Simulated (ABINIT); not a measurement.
The system is TiSe.

```
CELL_PARAMETERS angstrom
3.55900 0.00000 0.00000
-1.77950 3.08218 0.00000
0.00000 0.00000 6.22000
ATOMIC_POSITIONS crystal
Se 0.66667 0.33333 0.75000
Se 0.33333 0.66667 0.25000
Ti 0.00000 0.00000 0.50000
Ti 0.00000 0.00000 0.00000
```

Base run:

| Item | Value |
| --- | --- |
| Program | ABINIT 10.8.3 (patched build) |
| Functional | LDA |
| Potentials or basis | PseudoDojo NC SR LDA v0.4.1 standard |
| Cutoff | 1088 eV |
| k mesh | 7 × 7 × 4 |
| Occupations | fermi-dirac, width 0.05 eV |
| Spin | no spin polarisation |

Its results: band gap on the k mesh none (metal or under the smearing width); pressure -4.3 GPa.

**Question.** The run is repeated on the same cell with these changes: functional from LDA to PBEsol; potentials or basis from PseudoDojo NC SR LDA v0.4.1 standard to PseudoDojo NC SR PBEsol v0.4 stringent; cutoff from 1088 eV to 1306 eV; valence electrons from 56 to 72. What comes out?

**Answer.** Band gap on the k mesh none (metal or under the smearing width); pressure -2.4 GPa.

Not every run made on this cell is shown here.
